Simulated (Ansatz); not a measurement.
## Ligand exchange: C3H8S + GaH2(SH) → C3H8S2 + GaH3

Species: C3H8S (1-propanethiol) `CCCS`, singlet; GaH2(SH), singlet; C3H8S2 (1,3-propanedithiol) `SCCCS`, singlet; GaH3 `[GaH3]`, singlet. The partners trade H for SH: C–H and Ga–SH bonds give way to C–SH and Ga–H.

Shapes, held fixed at every level: PBE0-D4/def2-TZVP. Flexible molecules stand in one conformer, not always the lowest. Programs: Ansatz 0.2.0. Electronic energies: no zero-point or thermal term.

```
               level                    kind  ΔE (kJ/mol)  less CCSD(T)/def2-TZVPP  CPU time (sum over the molecules)
       HF/def2-TZVPP            Hartree–Fock       +160.8                     +3.1                                  –
r2SCAN-D4/def2-TZVPP                meta-GGA       +163.1                     +5.4                               48 s
 B3LYP-D4/def2-TZVPP           global hybrid       +157.7                      0.0                               47 s
  PBE0-D4/def2-TZVPP           global hybrid       +158.0                     +0.3                               30 s
  wB97X-V/def2-TZVPP  range-separated hybrid       +152.8                     -4.9                               74 s
   B2PLYP/def2-TZVPP           double hybrid       +160.8                     +3.1                               53 s
     CCSD/def2-TZVPP   coupled cluster or CI       +158.1                     +0.4                                  –
  CCSD(T)/def2-TZVPP   coupled cluster or CI       +157.7                      0.0                             16 min
```

The highest level, CCSD(T)/def2-TZVPP, gives ΔE = +157.7 kJ/mol; the levels span +152.8 to +163.1. The column of differences is taken from that level and isn't an error. No measured value is set beside it here. Relativity is left out for Ga. Outer-core shells of Ga are correlated in most correlated rows, in sets that cover them unevenly. Times are processor times on shared x86 and Arm servers, and rough.
